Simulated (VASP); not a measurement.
Runs of VASP 6.6.1 on Sb. The structure is tetragonal, space group I4/mmm (No. 139). Conventional cell: a = 3.153 Å, b = 3.153 Å, c = 5.424 Å, α = 90.00°, β = 90.00°, γ = 90.00°. Sb (site symmetry 4/mmm) is surrounded by 12 Sb at 3.15 to 3.51 Å. This isn't the form of Sb at room conditions, which is rhombohedral.

| task | potentials or basis | cell | k mesh | cutoff (eV) | smearing | mesh quality | gap on the mesh (eV) | pressure (GPa) |
| --- | --- | --- | --- | --- | --- | --- | --- | --- |
| single point | VASP PAW PBE potentials, release 64 (Sb) | cell strained at random at fixed volume | 12 × 12 × 12 | 520 | fermi-dirac 0.05 eV | not flagged | none | 1.6 |
| single point | VASP PAW PBE potentials, release 64 (Sb_d_GW) | as given | 6 × 6 × 6 | 500 | gaussian 0.02 eV | coarse | none | 1.4 |
| single point | VASP PAW PBE potentials, release 64 (Sb_d_GW) | as given | 8 × 8 × 8 | 500 | gaussian 0.02 eV | not flagged | none | (a) |
| single point | VASP PAW PBE potentials, release 64 (Sb_d_GW) | as given | 5 × 5 × 5 | 500 | gaussian 0.02 eV | coarse | none | 1.7 |
| single point | VASP PAW PBE potentials, release 64 (Sb) | as given | 12 × 12 × 12 | 520 | fermi-dirac 0.05 eV | not flagged | none | 1.7 |
| single point | VASP PAW PBE potentials, release 64 (Sb_d_GW) | as given | 8 × 8 × 8 | 450 | gaussian 0.02 eV | not flagged | none | 1.6 |

Alike in all rows: level PBE; no spin polarisation.

Task: Fill in the values left out.

Result: (a) 1.5.

Caveats: some runs use coarse meshes.

A k mesh can miss the band edges, and the runs leave out spin-orbit coupling on Sb.

A gap of «none» marks a metal or a gap under the smearing width.

The runs don't all hold the same shells in valence.
